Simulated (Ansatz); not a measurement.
# Co: the cost of one run

Computed with Ansatz 0.2.0 (DFT PBE, PAW, plane waves, scalar-relativistic, unless a step's input says otherwise).

1 further run of the same task is left out (it didn't finish).

## (1) Starting point

The structure is tetragonal, space group I4/mmm (No. 139). The conventional cell has a = 3.984 Å, b = 3.984 Å, c = 17.647 Å, α = 90.00°, β = 90.00°, γ = 90.00°. Co (site symmetry 4/mmm) is surrounded by 4 Co at 3.98 Å.

Coordinates:

```cif
data_structure
_symmetry_space_group_name_H-M 'I4/mmm'
_symmetry_Int_Tables_number 139
_cell_length_a 3.9836
_cell_length_b 3.9836
_cell_length_c 17.6466
_cell_angle_alpha 90.000
_cell_angle_beta 90.000
_cell_angle_gamma 90.000
_cell_volume 280.04
loop_
_atom_site_label
_atom_site_type_symbol
_atom_site_symmetry_multiplicity
_atom_site_Wyckoff_symbol
_atom_site_fract_x
_atom_site_fract_y
_atom_site_fract_z
_atom_site_occupancy
Co1 Co 2 a 0.00000 0.00000 0.00000 1
```

Labels such as Co2 number the atoms in the order of the input file.

Known so far: 6 plain starts ended in 4 states. The lowest came from “parallel moments, plain SCF [Co1 3.00, Co2 3.00 μB]”: ferromagnetic, site moments Co1 2.51, Co2 2.51 μB, total 5.14 μB per cell, no gap on the k-mesh, free energy -10243.2829 eV.

Runs to come: parallel moments, default search for lower states; opposed moments +-, default search for lower states; the moments typed in its input, symmetry off, plain SCF; the moments typed in its input, standard search for lower states.

“Plain SCF” means no search for lower states. The default search lets the program follow hints of a lower state (another filling of open shells, a soft direction), where it sees any. The standard and full searches may also try other magnetic orders and fillings, and need not reach the lowest state. With a search on, the program may also reshape the start on open shells. Ends within 0.2 meV/atom and 0.1 μB count as one state.

The total moment includes the space between the atomic spheres.

## (2) Parallel moments, default search for lower states

input.yaml

```yaml
crystal:
  lattice:
    - [-1.99181374, 1.99181374, 8.8233]
    - [3.98362747, -3.98362747, 17.6466]
    - [1.99181374, 1.99181374, -8.8233]
  atoms:
    - { symbol: Co, position: [0.0, 0.0, 0.0], spin: 3.0 }
    - { symbol: Co, position: [0.0, 0.5, 0.0], spin: 3.0 }
magnetization:
  spin_polarized: true
hamiltonian:
  xc: pbe
  pseudopotentials: { kind: paw }
basis:
  ecutwfc: 420
kpoints:
  mp_grid: { grid: [7, 4, 10] }
scf:
  occupations: { method: gaussian, width: 0.05 }
output:
  forces: true
  stress: true
  write_density: true
  write_potential: true
  elf: true
  volumetric_format: npy
```

Run with:

```console
> ansatz run input.yaml --threads 2 --pin off --max-ram 5120MiB --backend cpu --events-out ev --progress --plain --runs-dir out
```

**Question.** How long does this run take on 2 threads of Intel Xeon 6975P-C (Granite Rapids), shared host, and how much memory does it need?

About 11 min, with a peak of 3.4 GiB.
